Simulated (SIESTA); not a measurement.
The system is Y.

```
Y
1.0
     3.64254    0.00000    0.00000
    -1.82127    3.15454    0.00000
     0.00000    0.00000   11.84413
Y
4
Direct
  0.66667 0.33333 0.75000
  0.00000 0.00000 0.50000
  0.33333 0.66667 0.25000
  0.00000 0.00000 0.00000
```

Base run:

| Property | Result |
| --- | --- |
| Program | SIESTA 5.4.2 |
| Functional | PBEsol |
| Potentials or basis | PseudoDojo 0.4 standard (PBEsol files) |
| Basis | DZP (energy shift 0.003 Ry; two zetas on semicore shells) |
| Grid cutoff | 800 Ry |
| Energy shift | 0.003 Ry |
| k mesh | 8 × 8 × 3 |
| Occupations | fermi-dirac, width 0.05 eV |
| Spin | no spin polarisation |

Its results: band gap on the k mesh none (metal or under the smearing width); pressure -3.4 GPa.

**Question.** The run is repeated on the same cell with these changes: functional from PBEsol to PBE; potentials or basis from PseudoDojo 0.4 standard (PBEsol files) to PseudoDojo 0.4 standard (PBE files). What comes out?

**Answer.** Band gap on the k mesh none (metal or under the smearing width); pressure -1.6 GPa.

Caveats: the basis of atomic orbitals isn't converged, which shifts pressures, moduli and gaps.
